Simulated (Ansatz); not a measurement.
**Ba (sc type): how the settings move a single-point run**

Question: which choices in the input matter for Ba (sc type)?

Method: reference: DFT, PBE, PAW with Ansatz's default frozen-core files, scalar-relativistic, in Ansatz 0.2.0.

### Step 1. The starting structure

The structure is cubic, space group Pm-3m (No. 221). The conventional cell has a = 3.883 Å, b = 3.883 Å, c = 3.883 Å, α = 90.00°, β = 90.00°, γ = 90.00°. Ba (site symmetry m-3m) is surrounded by 6 Ba at 3.88 Å.

Structure file:

```
Ba
1.0
     3.88320    0.00000    0.00000
     0.00000    3.88320    0.00000
     0.00000    0.00000    3.88320
Ba
1
Direct
  0.00000 0.00000 0.00000
```

### Step 2. The reference run

input.yaml reads:

```yaml
crystal:
  lattice:
    - [3.88320303, 0.0, 0.0]
    - [0.0, 3.88320303, 0.0]
    - [0.0, 0.0, 3.88320303]
  atoms:
    - { symbol: Ba, position: [0.0, 0.0, 0.0] }
kpoints:
  mp_grid: { grid: [13, 13, 13] }
scf:
  occupations: { method: fermi_dirac, width: 0.05 }
hamiltonian:
  xc: pbe
  pseudopotentials: { kind: paw }
output:
  forces: true
  stress: true
  eigenvalues: true
  efg: { contact_densities: true }
```

Command:

```
$ ansatz run input.yaml --threads 1 --pin off --max-ram 2048MiB --backend cpu --events-out ev --progress --plain --runs-dir out
```

### Step 3. Changing settings: ecutwfc 14.7 Ry

Changes to input.yaml since step 2:

```diff
@@ -19 +19,3 @@
   efg: { contact_densities: true }
+basis:
+  ecutwfc: "14.7 Ry"
```

Q: Predict the outcome of this session. Wanted: for each run, ending; energy change; pressure; gap; force.

The runs gave:

| run | ending | energy change | pressure (GPa) | gap (eV) | force (eV/Å) | cycles | time |
| --- | --- | --- | --- | --- | --- | --- | --- |
| reference | converged | 0 | 0.4 | 0.00 | 0.00 | 6 | 4.9 s |
| 1: ecutwfc 14.7 Ry | converged | +493.1 meV/atom | 0.6 | 0.00 | 0.00 | 6 | 2.6 s |

Residual by cycle in the longest SCF loop of each run; runs are numbered as in the table. The quantity is the density residual dr2, in eV.

| cycle | reference | run 1 |
| --- | --- | --- |
| 1 | 0.0059 | 0.0136 |
| 2 | 0.00348 | 0.00622 |
| 3 | 4.2e-4 | 2.6e-4 |
| 4 | 5.5e-5 | 1.1e-5 |
| 5 | 1.2e-6 | 5.6e-7 |
| 6 | 1.6e-8 | 2.1e-8 |

Changing the cutoff moves the energy by +493.1 meV/atom. The log warns that the cutoff is under what these potentials recommend, so the shift is basis error. Cost: 2.6 s against 4.9 s. Run 1 ran under the cutoff that the potentials recommend, as the log warns, so basis error is mixed into its values.
